# Estimating the hcp cell of a group 5 or 6 metal by hand

## The rule

Force V, Cr, Nb, Mo, Ta or W into the hexagonal close-packed (hcp) structure, and the relaxed cell comes out tall: its height is about 1.79 times its in-plane edge. This one number, together with the volume per atom, gives both cell edges. If the volume is taken from the density of the ordinary metal, the edges agree with an RPBE calculation to about 3% or better in each of the six rows.

Metals of groups 5 and 6, each relaxed in the hcp structure. Computed with Ansatz 0.2.0: DFT with the RPBE functional, plane waves and PAW, scalar-relativistic, without spin polarisation. The plane-wave cutoff is 420 eV and the Fermi-Dirac smearing width 0.1 eV.

| element | Z | valence electrons | k mesh | c over a, RPBE | volume per atom, RPBE (Å³) |
| --- | --- | --- | --- | --- | --- |
| V | 23 | 5 | 15×15×8 | 1.7860 | 14.17 |
| Cr | 24 | 6 | 16×16×8 | 1.7860 | 12.17 |
| Nb | 41 | 5 | 14×14×7 | 1.8260 | 18.98 |
| Mo | 42 | 6 | 15×15×7 | 1.7750 | 16.33 |
| Ta | 73 | 5 | 14×14×7 | 1.7740 | 19.07 |
| W | 74 | 6 | 15×15×7 | 1.7840 | 16.74 |

The rows cover groups 5 and 6 only. The runs were made without spin, so the absence of magnetic moments is a setting and not a result.

In the table, $c/a$ is the ratio of the cell's height $c$ to its in-plane edge $a$. Stacked hard spheres would have $c/a=\sqrt{8/3}\approx1.633$, the ratio at which an atom's twelve nearest neighbours are equally far away. The computed ratios exceed this by 9.5% on average. Five of them lie between 1.774 and 1.786, while Nb stands apart at 1.826.

## What the stretch does to the bonds

Each atom has six neighbours in its own plane, at the distance $a$. Three more sit in the plane above and three in the plane below. In the stretched cell these outer six are 6 to 8% farther away than the inner six. The metal has given up twelve equal bonds for six shorter and six longer ones.

Symmetry allows this. In the face-centred cubic structure, the other close packing, the twelve bonds are equivalent and the cubic symmetry keeps them equal. In hcp, the bonds within a plane and those between planes are of two different kinds. The ideal ratio is then only a geometrical landmark, and the energy has no need to be lowest there.

## Why the d electrons matter

In the standard theory of transition metals, the filling of the d band can move the minimum away from the landmark. The d orbitals point in definite directions, so a change of shape lowers some d levels and raises others. Only occupied levels count towards the energy. The preferred shape therefore depends on how far the band is filled, even when the volume hardly changes.

With five or six valence electrons the d band is roughly half full. This is the filling at which these metals choose the body-centred cubic (bcc) structure in nature and avoid close packing. It is plausible that the same preference acts inside the imposed hcp cell and drives it away from twelve equal neighbours. The table shows the stretch itself; the link to band filling is an argument from theory.

The value 1.79 should therefore not be carried over to the neighbouring groups. Most metals of groups 4 and 7, such as Ti and Re but not Mn, are hcp by their own choice, and their measured ratios are roughly 1.6. A useful question before any estimate is therefore which structure the metal prefers. For a bcc metal of group 5 or 6 held in hcp, take 1.79; for a neighbour that is hcp by nature, stay near the ideal ratio.

## From one ratio to two edges

The hcp cell holds two atoms, so the volume per atom is

$$V=\frac{\sqrt3}{4}\,a^2c=\frac{\sqrt3}{4}\,a^3\,\frac{c}{a}.$$

Putting in $c/a=1.79$ and solving for $a$ gives the rule

$$a\approx1.09\,V^{1/3},\qquad c\approx1.79\,a.$$

The cube root makes the rule forgiving. A volume that is 3% too small shortens each edge by only 1%. An error in the ratio is shared out: about one third of it goes into $a$ and two thirds into $c$, in opposite directions. The height is thus the sharper test of the assumed shape.

The volume can be had from a density. With the relative atomic mass $M$ and the density $\rho$ in g/cm³, the volume per atom in Å³ is $V\approx1.66\,M/\rho$, where 1.66 converts the units. This borrows the volume of the ordinary bcc metal for its hcp form. The loan is reasonable because the volume depends mainly on the overall strength of bonding and less on how the atoms are stacked.

## Molybdenum, a regular case

Take $M\approx96$ and a density of roughly 10 g/cm³, both rough recalled values. Here and for Nb below, each step carries the unrounded result forward, so repeating it with the printed figures can change the last digit.

1. The volume is $1.66\times96/10\approx15.9$ Å³.
2. Its cube root is about 2.52 Å.
3. The in-plane edge is $a\approx1.09\times2.52\approx2.74$ Å.
4. The height is $c\approx1.79\times2.74\approx4.91$ Å.

The calculation gives 2.77 Å and 4.92 Å. The excellent height owes something to luck: the estimated volume is slightly too small and the common ratio slightly too large for Mo, and in $c$ these two errors nearly cancel. In $a$ they add, which leaves it 1% too short. That is the better guide to what the rule can do.

## Niobium, the irregular case

For Nb, $M\approx93$ and a density of roughly 8.6 g/cm³ give a volume of 18.0 Å³ and a cube root of 2.62 Å. The edges follow as $a\approx2.85$ Å and $c\approx5.11$ Å. The computed values are 2.89 Å and 5.27 Å, so the height is 3% too small.

Here the two errors work together in $c$. The volume is 5% too small, which shortens both edges by nearly 2%. The common ratio is 2% below that of Nb, which takes a further 1% off the height. What makes Nb taller than its neighbours remains open, and a rule with a single ratio has no way to foresee it.

## How good the rule is

The ratio 1.79 is the rounded mean of all six rows, so both worked metals took part in fixing it. A fairer measure is to predict each row from the other five, which gives a typical error of 0.021 in the ratio, or about 1%. A separate value for each group does worse in this test. From group 5 to group 6 the ratio stays the same between V and Cr, falls from Nb to Mo and rises slightly from Ta to W, so there is no common step to learn.

With densities as the source of the volume, the typical error is 1.6% for either edge. The ideal ratio does almost as well for $a$, but for the wrong reason: it makes the edge too long, and the volumes from density are too small. The height exposes it, with a typical error of 7%. The printed output after this text lists the misses row by row.

With the computed volumes in place of the estimated ones, the rule comes within about 1% for both edges in every row. For Ta, the error in $a$ falls from 3% to 0.2%. A better volume is thus the first thing to look for when the estimate has to improve.

## Where the estimate stops

The volumes from density are too small in each of the six rows, by 4% on average. Several differences are mixed in this number. The densities belong to the bcc metals, RPBE (run here on PAW datasets made for PBE) tends to give too large volumes for heavy transition metals, and two-figure inputs are coarse: half a unit in a density of 17 g/cm³ is already 3%. The comparison therefore tests the rule against this calculation and not against a measured hcp crystal.

Chromium needs a caution of its own. Ordinary Cr has ordered magnetic moments, whereas the hcp cell was computed without spin. Its close agreement, better than 1% for both edges, compares two different magnetic states and should not be read as special accuracy.

The rule also says nothing about whether the hcp phase can exist. The calculation holds the crystal in this symmetry, and a real sample might leave it at once. Nor do the data shown here test whether a second hcp shape, with another ratio, lies lower in energy. Mo, Ta and W serve in electronic devices as contacts or barrier layers, but not normally in this form. For a hypothetical hexagonal film, the rule supplies a sensible starting cell for a calculation. Whether the film fits its substrate is a finer question, since a mismatch of 1 or 2% can matter there and the estimate is no better than that.

Numerical output:

```
fit of c_over_a_RPBE on 6 rows: constant 1.789 +/- 0.0078; rms 0.0175, worst Nb -0.0375, leave-one-out rms 0.021
fit of c_over_a_RPBE on 6 rows: constant 1.864 +/- 0.089, coefficient of valence_electrons -0.01367 +/- 0.016; rms 0.0161, worst Nb -0.0307, leave-one-out rms 0.0241
mean c/a above the ideal ratio, %: 9.523
c/a of Nb above the mean of the other five: 0.045
unrounded ratio of edge a to the cube root of the volume per atom at c/a 1.79: 1.089
ideal ratio with computed volume, rms miss of c, %: 5.91
volume from density, mean miss, %: -4.211
hand rule from density, rms miss of a, %: 1.581
hand rule from density, rms miss of c, %: 1.642
ideal ratio from density, rms miss of a, %: 1.824
ideal ratio from density, rms miss of c, %: 7.294
computed edges and hand rule with computed volume:
  row  a (Å)  c (Å)  out-of-plane over in-plane neighbour distance  miss of a (%)  miss of c (%)
    V  2.636  4.708                                          1.063        0.05079         0.2749
   Cr  2.506  4.476                                          1.063        0.05079         0.2749
   Nb  2.885  5.267                                           1.08         0.7922         -1.195
   Mo   2.77  4.916                                          1.059         -0.155         0.6887
   Ta  2.917  5.175                                          1.058        -0.1738         0.7266
    W  2.788  4.974                                          1.063        0.01343         0.3498
hand rule from recalled density:
  row  volume (Å³)  miss of volume (%)  cube root (Å)  a (Å)  miss of a (%)  c (Å)  miss of c (%)
    V        13.88              -2.056          2.403  2.619        -0.6396  4.689        -0.4171
   Cr        11.99              -1.488          2.289  2.495         -0.448  4.466         -0.225
   Nb        17.95              -5.421          2.618  2.854         -1.063  5.109         -3.013
   Mo        15.94              -2.413          2.516  2.743        -0.9646   4.91        -0.1277
   Ta        17.58              -7.832            2.6  2.834         -2.851  5.073         -1.975
    W        15.73              -6.055          2.505  2.731         -2.048  4.888         -1.718
```
